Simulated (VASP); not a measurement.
Crystal: CoSi.

```xyz
8
Lattice="4.4380 0.0000 0.0000 0.0000 4.4380 0.0000 0.0000 0.0000 4.4380" Properties=species:S:1:pos:R:3 pbc="T T T"
Co    3.8167    2.8403    1.5977
Co    2.8403    1.5977    3.8167
Co    1.5977    3.8167    2.8403
Co    0.6213    0.6213    0.6213
Si    0.6968    1.5222    2.9158
Si    1.5222    2.9158    0.6968
Si    2.9158    0.6968    1.5222
Si    3.7412    3.7412    3.7412
```

Base run:

- Program: VASP 6.6.1
- Functional: r2SCAN
- Potentials or basis: VASP PAW PBE potentials, release 64 (Co, Si)
- Cutoff: 520 eV
- k mesh: 5 × 5 × 5
- Occupations: fermi-dirac, width 0.05 eV
- Spin: collinear spin, ferromagnetic start
- Starting moments: [2.0, 2.0, 2.0, 2.0, 0.0, 0.0, 0.0, 0.0] μB
- Hubbard terms: Co d U = 4 eV

Its results: band gap on the k mesh none (metal or under the smearing width); pressure 0.1 GPa; net moment 4.00 μB per cell; site moments Co +1.20; Si -0.04 μB; largest force 0.164 eV/Å.

The run is repeated on the same cell with these changes: hubbard terms from Co d U = 4 eV to Co d U = 3 eV. What comes out?

Band gap on the k mesh none (metal or under the smearing width); pressure -0.6 GPa; net moment 4.00 μB per cell; site moments Co +1.15; Si -0.03 μB; largest force 0.123 eV/Å.

Caveats: the PAW data sets were made with another functional, which shifts forces and pressure a little; the U is typed as a test and isn't derived for this compound.

Not every run made on this cell is shown here.
